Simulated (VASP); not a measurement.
The system is HgSe.

```
Hg Se
1.0
     0.00000    3.03900    3.03900
     3.03900    0.00000    3.03900
     3.03900    3.03900    0.00000
Hg Se
1 1
Cartesian
  0.0000 0.0000 0.0000
  4.5585 4.5585 4.5585
```

```yaml
Program: VASP 6.6.1
Task: relaxation of cell and atoms
Functional: BLYP
Dispersion: D3(BJ)
Potentials_or_basis: VASP PAW PBE potentials, release 64 (Hg, Se)
Cutoff: 600 eV
k_mesh: 8 × 8 × 8
Occupations: fermi-dirac, width 0.05 eV
Spin: no spin polarisation
```

At the start: pressure 3.9 GPa; volume 28.07 Å³/atom.

**Question.** How do energy, volume and symmetry change on relaxing?

**Answer.** Over 3 steps the energy falls by 22.7 meV/atom and the volume is 30.08 Å³/atom (+7.2 %); space group F-43m (No. 216, to 0.05 Å).

The path:
```tsv
step	energy change (eV)	largest force (eV/Å)	pressure (GPa)	volume (Å³)
1	0.0000	0.0000	3.86	56.13
2	-0.0393	0.0000	-1.19	61.80
3	-0.0454	0.0000	-0.02	60.16
```

Final structure:
```xyz
2
Lattice="0.0000 3.1100 3.1100 3.1100 0.0000 3.1100 3.1100 3.1100 0.0000" Properties=species:S:1:pos:R:3 pbc="T T T"
Hg    0.0000    0.0000    0.0000
Se    4.6650    4.6650    4.6650
```

Caveat: the PAW data sets were made with another functional, which shifts forces and pressure a little; pairwise dispersion overbinds metals, which lowers pressure and volume.
